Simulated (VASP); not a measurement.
A run of VASP 6.6.1 is set up as follows.

File INCAR:

```
SYSTEM = Y
ALGO = Normal ; DIPOL = 0.5 0.5 0.500
EDIFF = 1E-6 ; EDIFFG = -0.02
ENCUT = 520 ; GGA = RP
IBRION = 2 ; IDIPOL = 3
ISIF = 2 ; ISMEAR = 0
LASPH = .TRUE. ; LCHARG = .FALSE.
LDIPOL = .TRUE. ; LREAL = .FALSE.
LWAVE = .FALSE. ; NELM = 100
NSW = 40 ; PREC = Accurate
SIGMA = 0.05
```

Contents of KPOINTS:

```
k-points
0
G
  8 8 1
  0 0 0
```

Contents of POSCAR:

```
Y
1.0
    3.6514992371      0.0000000000      0.0000000000
   -1.8257496186      3.1622911012      0.0000000000
    0.0000000000      0.0000000000     23.6211000000
Y
4
Selective dynamics
Direct
    0.6666666667      0.3333333334      0.3175127323  F F F
    0.3333333333      0.6666666666      0.4391709108  F F F
    0.6666666667      0.3333333334      0.5608290892  T T T
    0.3333333333      0.6666666666      0.6824872677  T T T
```

Potentials or basis: VASP PAW PBE potentials, release 64 (Y_sv).

Launch:

```console
$ cat potpaw_PBE.64/Y_sv/POTCAR > POTCAR
$ mpirun -np 1 vasp_std > vasp.out
```

Q: Predict the energy gained by relaxing.

A: 0.8 meV/atom.

Q: What does it give for the band gap on the k mesh?

A: None (metal or under the smearing width).

Final structure:
```yaml
crystal:
  lattice:
    - [3.65150, 0.00000, 0.00000]
    - [-1.82575, 3.16229, 0.00000]
    - [0.00000, 0.00000, 23.62110]
  atoms:
    - { symbol: Y, position: [0.66667, 0.33333, 0.31751] }
    - { symbol: Y, position: [0.33333, 0.66667, 0.43917] }
    - { symbol: Y, position: [0.66667, 0.33333, 0.56230] }
    - { symbol: Y, position: [0.33333, 0.66667, 0.68176] }
```
